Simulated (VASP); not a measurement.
# TePb (Fm-3m) in VASP: settings compared, part 2 of 2

VASP 6.6.1. The steps go on from the part before.

**4. Relaxation of cell and atoms, RPBE**

Input file INCAR:

```
PREC = Accurate ; ENCUT = 600
EDIFF = 1E-6 ; ISMEAR = 0
SIGMA = 0.03 ; LREAL = False
LASPH = True ; NELM = 80
ALGO = Normal ; ISIF = 3
LWAVE = False ; LCHARG = False
GGA = RP ; IBRION = 2
NSW = 90 ; EDIFFG = -0.01
```

Input file KPOINTS:

```
Automatic mesh
0
Gamma
  8 8 8
```

Input file POSCAR:

```
TePb
1.0
    0.0000000000      3.2310000000      3.2310000000
    3.2310000000      0.0000000000      3.2310000000
    3.2310000000      3.2310000000      0.0000000000
Te Pb
1 1
Direct
    0.5000000000      0.5000000000      0.5000000000
    0.0000000000      0.0000000000      0.0000000000
```

Started as:

```
$ cat potpaw_PBE.64/Te/POTCAR potpaw_PBE.64/Pb_d/POTCAR > POTCAR
$ mpirun -np 1 vasp_std > vasp.out
```

Run time: 52 s. Hardware: 1 thread of AMD EPYC 9R45 (Zen 5), shared host; peak memory 0.22 GiB.

It converged, with:

```
Free energy                            : -6.8416 eV
Relaxed volume                         : 36.80 Å³/atom
Relaxed cell                           : a = 4.704 Å, b = 4.704 Å, c = 4.704 Å, α = 60.00°, β = 60.00°, γ = 60.00°
Space group after relaxing (to 0.05 Å) : Fm-3m (No. 225)
Energy gained by relaxing              : 32.2 meV/atom
Ionic steps                            : 3
Pressure after relaxing                : 0.0 GPa
Band gap on the k mesh                 : 0.97 eV, direct
```

Step by step:
```tsv
step	energy change (eV)	largest force (eV/Å)	pressure (GPa)	volume (Å³)
1	0.0000	0.0000	3.61	67.46
2	-0.0611	0.0000	-0.67	75.15
3	-0.0644	0.0000	0.01	73.60
```

Final structure:
```
CELL_PARAMETERS angstrom
0.00000 3.32626 3.32626
3.32626 0.00000 3.32626
3.32626 3.32626 0.00000
ATOMIC_POSITIONS crystal
Te 0.50000 0.50000 0.50000
Pb 0.00000 0.00000 0.00000
```

Levels at points of the mesh, in eV from the valence-band top:
| k point | band 6 | band 7 | band 8 | band 9 | band 10 | band 11 | band 12 | band 13 | band 14 |
| --- | --- | --- | --- | --- | --- | --- | --- | --- | --- |
| (0.00, 0.00, 0.00) | -11.31 | -5.77 | -1.03 | -1.03 | -1.03 | 4.01 | 4.01 | 4.01 | 6.02 |
| (0.50, 0.00, 0.00) | -10.09 | -8.15 | -0.63 | -0.63 | 0.00 | 0.97 | 1.51 | 1.51 | 8.41 |
| (0.50, 0.50, 0.00) | -9.92 | -7.15 | -3.81 | -2.31 | -2.31 | 3.73 | 5.20 | 5.20 | 6.27 |

Caveat: the PAW data sets were made with another functional, which shifts forces and pressure a little; spin-orbit coupling is left out, which as a rule narrows the gap of such compounds by several tenths of an eV. Zero-point motion and thermal expansion aren't in these numbers.

**5. Relaxation of cell and atoms, RPBE**

This run uses another cell than the first one, of 36.80 Å³/atom, 1.091 times its volume.

Input file INCAR:

```
PREC = Accurate ; ENCUT = 600
EDIFF = 1E-7 ; ISMEAR = 0
SIGMA = 0.03 ; LREAL = False
LASPH = True ; NELM = 80
ALGO = Normal ; ISIF = 3
LWAVE = False ; LCHARG = False
GGA = RP ; IBRION = 2
NSW = 90 ; EDIFFG = -0.005
```

KPOINTS is that of step 4.

Input file POSCAR:

```
TePb                                    
1.0
   -0.0000000000      3.3262621962      3.3262621962
    3.3262621962      0.0000000000      3.3262621962
    3.3262621962      3.3262621962     -0.0000000000
  Te              Pb            
     1     1
Direct
     0.5000000000000000    0.5000000000000000    0.5000000000000000
     0.0000000000000000    0.0000000000000000    0.0000000000000000
```

Started as:

```
$ cat potpaw_PBE.64/Te/POTCAR potpaw_PBE.64/Pb_d/POTCAR > POTCAR
$ mpirun -np 1 vasp_std > vasp.out
```

It took 24 s on 1 thread of AMD EPYC 9R45 (Zen 5), shared host; peak memory 0.22 GiB.

The run converged. Its results:

- Free energy: -6.8424 eV
- Pressure after relaxing: 0.0 GPa
- Band gap on the k mesh: 0.97 eV, direct

Final structure:
```cif
data_structure
_symmetry_space_group_name_H-M 'P 1'
_symmetry_Int_Tables_number 1
_cell_length_a 4.7040
_cell_length_b 4.7040
_cell_length_c 4.7040
_cell_angle_alpha 60.000
_cell_angle_beta 60.000
_cell_angle_gamma 60.000
_cell_volume 73.60
loop_
_atom_site_label
_atom_site_type_symbol
_atom_site_fract_x
_atom_site_fract_y
_atom_site_fract_z
_atom_site_occupancy
Te1 Te 0.50000 0.50000 0.50000 1
Pb1 Pb 0.00000 0.00000 0.00000 1
```

Levels at points of the mesh, in eV from the valence-band top:
| k point | band 8 | band 9 | band 10 | band 11 | band 12 | band 13 |
| --- | --- | --- | --- | --- | --- | --- |
| (0.00, 0.00, 0.00) | -1.03 | -1.03 | -1.03 | 4.01 | 4.01 | 4.01 |
| (0.50, 0.00, 0.00) | -0.63 | -0.63 | 0.00 | 0.97 | 1.51 | 1.51 |
| (0.50, 0.50, 0.00) | -3.81 | -2.31 | -2.31 | 3.73 | 5.20 | 5.20 |

Caveat: the relaxation stopped at its first step, so nothing moved; the PAW data sets were made with another functional, which shifts forces and pressure a little; spin-orbit coupling is left out, which as a rule narrows the gap of such compounds by several tenths of an eV. A k mesh can miss the band edges.

**6. Relaxation of cell and atoms, LDA, target pressure 5.02 GPa, at which the enthalpy is minimised**

Input file INCAR:

```
PREC = Accurate
ENCUT = 600
EDIFF = 1E-6
ISMEAR = 0
SIGMA = 0.03
LREAL = False
LASPH = True
NELM = 80
ALGO = Normal
ISIF = 3
LWAVE = False
LCHARG = False
IBRION = 2
NSW = 90
EDIFFG = -0.01
PSTRESS = 50.2
```

Input file KPOINTS:

```
regular mesh
0
Gamma
  8 8 8
```

Input file POSCAR:

```
TePb
1.0
    0.0000000000      3.2310000000      3.2310000000
    3.2310000000      0.0000000000      3.2310000000
    3.2310000000      3.2310000000      0.0000000000
Te Pb
1 1
Direct
    0.5000000000      0.5000000000      0.5000000000
    0.0000000000      0.0000000000      0.0000000000
```

Potentials or basis: VASP PAW LDA potentials, release 64 (Te, Pb_d).

Started as:

```
$ cat potpaw_LDA.64/Te/POTCAR potpaw_LDA.64/Pb_d/POTCAR > POTCAR
$ mpirun -np 1 vasp_std > vasp.out
```

It took 46 s on 1 thread of Intel Xeon 6975P-C (Granite Rapids), shared host; peak memory 0.22 GiB.

It converged, with:

```
Free energy                                            : -8.7003 eV
Relaxed volume                                         : 29.93 Å³/atom
Relaxed cell                                           : a = 4.391 Å, b = 4.391 Å, c = 4.391 Å, α = 60.00°, β = 60.00°, γ = 60.00°
Space group after relaxing (to 0.05 Å)                 : Fm-3m (No. 225)
Energy change on relaxing (the enthalpy is what falls) : +31.2 meV/atom
Ionic steps                                            : 5
Pressure after relaxing                                : 5.0 GPa
Band gap on the k mesh                                 : 0.35 eV, direct
```

The path:
```csv
step,energy change (eV),largest force (eV/Å),pressure (GPa),volume (Å³)
1,0.0000,0.0000,-1.62,67.46
2,0.3350,0.0000,12.58,54.71
3,0.0619,0.0000,4.93,59.88
4,0.0664,0.0000,5.11,59.74
5,0.0624,0.0000,5.01,59.87
```

Final structure:
```
Te Pb
1.0
     0.00000    3.10491    3.10491
     3.10491    0.00000    3.10491
     3.10491    3.10491    0.00000
Te Pb
1 1
Direct
  0.50000 0.50000 0.50000
  0.00000 0.00000 0.00000
```

Levels at points of the mesh, in eV from the valence-band top:
| k point | band 6 | band 7 | band 8 | band 9 | band 10 | band 11 | band 12 | band 13 | band 14 |
| --- | --- | --- | --- | --- | --- | --- | --- | --- | --- |
| (0.00, 0.00, 0.00) | -13.18 | -5.39 | -1.88 | -1.88 | -1.88 | 4.06 | 4.06 | 4.06 | 5.45 |
| (0.50, 0.00, 0.00) | -11.40 | -9.40 | -1.30 | -1.30 | 0.00 | 0.35 | 0.83 | 0.83 | 8.40 |
| (0.50, 0.50, 0.00) | -11.00 | -7.62 | -5.57 | -3.59 | -3.59 | 2.66 | 5.78 | 5.78 | 7.27 |

Caveat: the cell is relaxed towards a set pressure, so the enthalpy falls and the energy may rise; spin-orbit coupling is left out, which as a rule narrows the gap of such compounds by several tenths of an eV.

**7. Summary**

```tsv
level	potentials or basis	cell	target pressure	gap on the mesh (eV)	pressure (GPa)
PBE	VASP PAW PBE potentials, release 64 (Te, Pb_d)	relaxed to 5.02 GPa	5.02 GPa	0.61	5.0
RPBE	VASP PAW PBE potentials, release 64 (Te, Pb_d)	relaxed	-	0.97	0.0
LDA	VASP PAW LDA potentials, release 64 (Te, Pb_d)	relaxed to 5.02 GPa	5.02 GPa	0.35	5.0
```

Alike in all rows: task relaxation of cell and atoms; no spin polarisation; k mesh 8 × 8 × 8; cutoff (eV) 600; smearing gaussian 0.03 eV.

Caveats: spin-orbit coupling is left out, which as a rule narrows the gap of such compounds by several tenths of an eV; the relaxation stopped at its first step, so nothing moved (some runs); the cell is relaxed towards a set pressure, so the enthalpy falls and the energy may rise (some runs); the PAW data sets were made with another functional, which shifts forces and pressure a little (some runs).

Absolute energies hang on the potentials; compare differences alone.
